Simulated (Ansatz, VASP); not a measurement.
# ZnO in VASP and in Ansatz

```
Zn O
1.0
     3.18807    0.00000    0.00000
    -1.59404    2.76095    0.00000
     0.00000    0.00000    5.14071
Zn O
2 2
Direct
  0.33333 0.66667 0.00145
  0.66667 0.33333 0.50145
  0.33333 0.66667 0.38065
  0.66667 0.33333 0.88065
```

Alike in both runs: functional PBEsol; k mesh 8 × 8 × 6; occupations gaussian, width 0.05 eV; no spin polarisation.

Ansatz relaxed the structure, and its values are those at the end. VASP's run is a single point on that final structure, the one shown.

|  | VASP | Ansatz |
| --- | --- | --- |
| version | VASP 6.6.1 | Ansatz 0.2.0 |
| potentials or method | VASP PAW PBE potentials, release 64 (Zn, O) | scalar-relativistic, plane waves, PAW |
| plane-wave cutoff (eV) | 520 | 420 |
| valence electrons in the cell | 36 | 36 |

Ansatz gave:

```
gap on the k mesh at the Fermi level (eV) : 0.76
least direct gap on the mesh (eV)         : 0.76
pressure (GPa)                            : 6.4
```

Task: Estimate VASP's values.

Result: gap on the k mesh at the Fermi level (eV): 0.75; least direct gap on the mesh (eV): 0.75; pressure (GPa): 7.6.

Caveats: the PAW data sets were made with another functional, which shifts forces and pressure a little (VASP). PBEsol gaps usually lie below the measured ones, often by a third to a half.
